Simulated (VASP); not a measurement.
# BN (Fmm2) in VASP: further runs

One crystal, BN, is run at these levels: PBE; tasks: single point.

Program: VASP 6.6.1. These are calculated values, not measurements. Logs are shortened: lines on timing, memory, paths and dates and some standing lists are left out, and cuts for length are marked.

## Step 1: The structure

Symmetry: Fmm2, No. 42, orthorhombic system. The conventional cell has a = 2.503 Å, b = 6.991 Å, c = 4.332 Å, α = 90.00°, β = 90.00°, γ = 90.00°. N (site symmetry mm2) has 3 B at 1.44 Å as nearest neighbours. B (site symmetry mm2) has 3 N at 1.44 Å as nearest neighbours.

Measurements of this composition are mostly on another form, of space group No. 194.

## Step 2: Single point, PBE

File INCAR:

```
PREC = Accurate
ENCUT = 520
EDIFF = 1E-7
ISMEAR = 0
SIGMA = 0.05
LREAL = False
LASPH = True
NELM = 100
ALGO = Normal
ISIF = 2
LWAVE = False
LCHARG = False
GGA = PE
ADDGRID = False
```

File KPOINTS:

```
regular mesh
0
Gamma
  3 3 3
```

File POSCAR:

```
BN
1.0
    0.0000000000      3.4953158300      2.1660912400
    1.2516321000      0.0000000000      2.1660912400
    1.2516321000      3.4953158300      0.0000000000
N B
1 1
Direct
    0.6666513400      0.6666513400      0.3333486600
    0.0000486500      0.0000486500      0.9999513500
```

Potentials or basis: VASP PAW PBE potentials, release 64 (N_s, B_s).

Run with:

```console
cat potpaw_PBE.64/N_s/POTCAR potpaw_PBE.64/B_s/POTCAR > POTCAR
mpirun -np 1 vasp_std > vasp.out
```

OUTCAR:

```text
PREC = Accurate
   ENCUT = 520
   EDIFF = 1E-7
   ISMEAR = 0
   LREAL = False
   LASPH = True
   NELM = 100
   ISIF = 2
   GGA = PE

 Found      8 irreducible k-points:

 Following reciprocal coordinates:
            Coordinates               Weight
  0.000000  0.000000  0.000000      1.000000
  0.333333  0.000000  0.000000      8.000000
  0.333333  0.333333  0.000000      2.000000
 -0.333333  0.333333  0.000000      4.000000
  0.333333  0.000000  0.333333      2.000000
 -0.333333  0.000000  0.333333      4.000000
   k-points           NKPTS =      8   k-points in BZ     NKDIM =      8   number of bands    NBANDS=      8
   number of dos      NEDOS =    301   number of ions     NIONS =      2
   total plane-waves  NPLWV =  17920
   dimension x,y,z NGX =    32 NGY =   20 NGZ =   28
   dimension x,y,z NGXF=    64 NGYF=   40 NGZF=   56
   ions per type =               1   1
   NGX,Y,Z   is equivalent  to a cutoff of  12.94, 13.29, 12.54 a.u.
   NGXF,Y,Z  is equivalent  to a cutoff of  25.87, 26.58, 25.08 a.u.
 SYSTEM =  unknown system
   PREC   = accura    normal or accurate (medium, high low for compatibility)
   ISTART =      0    job   : 0-new  1-cont  2-samecut
   ICHARG =      2    charge: 1-file 2-atom 10-const
   ISPIN  =      1    spin polarized calculation?
   LNONCOLLINEAR =      F non collinear calculations
   LSORBIT =      F    spin-orbit coupling
   LASPH  =      T    aspherical Exc in radial PAW
   ENCUT  =  520.0 eV  38.22 Ry    6.18 a.u.   7.65  4.65  6.90*2*pi/ulx,y,z
   NELM   =    100;   NELMIN=  2; NELMDL= -5     # of ELM steps
   EDIFF  = 0.1E-06   stopping-criterion for ELM
   LREAL  =      F    real-space projection
   EDIFFG = 0.1E-05   stopping-criterion for IOM
   NSW    =      0    number of steps for IOM
   IBRION =     -1    ionic relax: 0-MD 1-quasi-New 2-CG
   NFREE  =      0    steps in history (QN), initial steepest desc. (CG)
   ISIF   =      2    stress and relaxation
   ISYM   =      2    0-nonsym 1-usesym 2-fastsym
   POTIM  = 0.5000    time-step for ionic-motion
   TEBEG  =    0.0;   TEEND  =   0.0 temperature during run
   PSTRESS=    0.0 pullay stress
   NELECT =       8.0000    total number of electrons
   NUPDOWN=      -1.0000    fix difference up-down
   EMIN   =  10.00;   EMAX   =-10.00  energy-range for DOS
   EFERMI =   0.00;   METHOD = LEGACY
   ISMEAR =     0;   SIGMA  =   0.05  broadening in eV -4-tet -1-fermi 0-gaus
   EFERMI_NEDOS =   21; number of points for ismear=-14 and -15
   IALGO  =     38    algorithm
   IMIX   =      4    mixing-type and parameters
     AMIX     =   0.40;   BMIX     =  1.00
     AMIX_MAG =   1.60;   BMIX_MAG =  1.00
  volume/ion in A,a.u.               =       9.48        63.95
  Fermi-wavevector in a.u.,A,eV,Ry     =   1.228047  2.320672 20.518928  1.508099
  Thomas-Fermi vector in A             =   2.362987
   LORBIT       =      0    0 simple, 1 ext, 2 COOP (PROOUT), +10 PAW based schemes
   GGA     = PE    functional components
   LHFCALC =     F    Hartree Fock is set to
   AEXX    =    0.0000 exact exchange contribution
   IVDW    =     0    specifies the selected vdW correction
   LEPSILON=     F    determine dielectric tensor
   LRPA    =     F    only Hartree local field effects (RPA)
 non-spin polarized calculation
 Gauss-broadening in eV      SIGMA  =   0.05
  energy-cutoff  :      520.00
  volume of cell :       18.95
 maximum number of plane-waves:       521
 NGX is ok and might be reduce to    30
   NGX = 15   NGY =  9   NGZ = 13

 number of electron       8.0000000 magnetization

 Free energy of the ion-electron system (eV)
  ---------------------------------------------------
  ext. energy  EPLUGINS =         0.00000000
  ---------------------------------------------------
  free energy    TOTEN  =       -17.45637384 eV

  energy without entropy =      -17.45637384  energy(sigma->0) =      -17.45637384

 E-fermi :   3.4151     XC(G=0):  -9.6935

 val. band max:        3.1605869682   @ k =  -0.3333   0.3333   0.0000
 cond. band min:       7.4701906582   @ k =   0.0000   0.3333   0.3333
 fundamental gap:      4.3096036900
 Fermi energy:         3.4151172261

 k-point     1 :       0.0000    0.0000    0.0000
  band No.  band energies     occupation
      1     -14.6925      2.00000
      2      -1.3061      2.00000
      3       1.7687      2.00000
      4       1.7758      2.00000
      5       8.0131      0.00000
      6      14.6812      0.00000
      7      14.7410      0.00000
      8      16.1634      0.00000

 k-point     2 :       0.3333    0.0000    0.0000
  band No.  band energies     occupation
      1     -12.6779      2.00000
      2      -3.7959      2.00000
      3      -0.4933      2.00000
      4       0.7943      2.00000
      5      10.0458      0.00000
      6      12.2353      0.00000
      7      14.5131      0.00000
      8      20.9670      0.00000

 k-point     3 :       0.3333    0.3333    0.0000
  band No.  band energies     occupation
      1     -12.7118      2.00000
      2      -3.8669      2.00000
      3      -0.4874      2.00000
      4       1.1860      2.00000
      5      11.0612      0.00000
      6      11.1637      0.00000
      7      14.3413      0.00000
      8      19.7082      0.00000

 k-point     4 :      -0.3333    0.3333    0.0000
  band No.  band energies     occupation
      1     -10.9078      2.00000
      2      -4.8659      2.00000
      3      -4.1135      2.00000
      4       3.1606      2.00000
      5       7.8756      0.00000
      6      15.1772      0.00000
      7      17.1997      0.00000
      8      18.5361      0.00000

 k-point     5 :       0.3333    0.0000    0.3333
  band No.  band energies     occupation
      1     -14.5467      2.00000
      2      -2.5980      2.00000
      3       1.7579      2.00000
      4       1.7747      2.00000
      5      11.2820      0.00000
      6      14.6617      0.00000
      7      14.7020      0.00000
      8      15.5826      0.00000

 k-point     6 :      -0.3333    0.0000    0.3333
  band No.  band energies     occupation
      1     -12.5747      2.00000
      2      -3.8229      2.00000
      3      -0.4932      2.00000
      4      -0.1289      2.00000
      5      10.3504      0.00000
      6      13.4350      0.00000
      7      17.7015      0.00000
      8      18.6915      0.00000

 [... further k-points ...]
[... 5 lines left out ...]
  --------------------------------------------------------------------------------------
  -------------------------------------------------------------------------------------
  Total        0.6234268      0.2213619      0.6128543      0.0000000      0.0000000      0.0000000
  in kB       52.7018898     18.7130039     51.8081369      0.0000000      0.0000000      0.0000000
  external PRESSURE =      41.0743435 kB  Pullay stress =       0.0000000 kB

 VOLUME and BASIS-vectors are now :
 -----------------------------------------------------------------------------
  energy-cutoff  :      520.00
  volume of cell :       18.95
      direct lattice vectors                 reciprocal lattice vectors
     0.000000000  3.495315830  2.166091240    -0.399478409  0.143048590  0.230830535
     1.251632100  0.000000000  2.166091240     0.399478409 -0.143048590  0.230830535
     1.251632100  3.495315830  0.000000000     0.399478409  0.143048590 -0.230830535

 POSITION                                       TOTAL-FORCE (eV/Angst)
 -----------------------------------------------------------------------------------
      1.25163      3.49532      2.88806         0.000000      0.000000     -0.007375
      1.25163      3.49532      0.00021         0.000000      0.000000      0.007375
 -----------------------------------------------------------------------------------
    total drift:                                0.000001      0.000001      0.000016

  FREE ENERGIE OF THE ION-ELECTRON SYSTEM (eV)
  ---------------------------------------------------
  free  energy   TOTEN  =       -17.4563738373 eV

  energy  without entropy=      -17.4563738373  energy(sigma->0) =      -17.45637384
```

Wall time 2 s (1 thread of Intel Xeon 6975P-C (Granite Rapids), shared host); peak memory 0.13 GiB.

The run converged, but some of its settings lie outside the range that counts as converged, so its numbers aren't taken as properties of the crystal.

What came out:

| Item | Value |
| --- | --- |
| Free energy | -17.4564 eV |
| Pressure | 4.1 GPa |
| Largest force | 0.007 eV/Å |
| Band gap on the k mesh | 4.31 eV, indirect (least direct gap 4.51 eV) |

Caveat: the k mesh is coarse (spacing up to 1.01 Å⁻¹), so the values aren't converged; an odd mesh through Γ misses points on the zone boundary, where band edges often lie.

## Step 3: Single point, PBE

INCAR is that of step 2.

KPOINTS is that of step 2.

File POSCAR:

```
BN
1.0
    0.0000000000      3.4953158300      2.1660912400
    1.2516321000      0.0000000000      2.1660912400
    1.2516321000      3.4953158300      0.0000000000
N B
1 1
Direct
    0.6643870000      0.6373240000      0.3259630000
   -0.0156690000     -0.0240960000      1.0349220000
```

Potentials or basis: VASP PAW PBE potentials, release 64 (N_s, B_s).

Run with:

```console
cat potpaw_PBE.64/N_s/POTCAR potpaw_PBE.64/B_s/POTCAR > POTCAR
mpirun -np 1 vasp_std > vasp.out
```

It took 2.4 s on 1 thread of Intel Xeon 6975P-C (Granite Rapids), shared host; peak memory 0.13 GiB.

The run converged, but some of its settings lie outside the range that counts as converged, so its numbers aren't taken as properties of the crystal.

What came out:

```
Free energy            : -17.3117 eV
Pressure               : 4.8 GPa
Largest force          : 2.755 eV/Å
Band gap on the k mesh : 4.30 eV, indirect (least direct gap 4.49 eV)
```

Caveat: the k mesh is coarse (spacing up to 1.01 Å⁻¹), so the values aren't converged; an odd mesh through Γ misses points on the zone boundary, where band edges often lie.

[end of part 1 of 2]
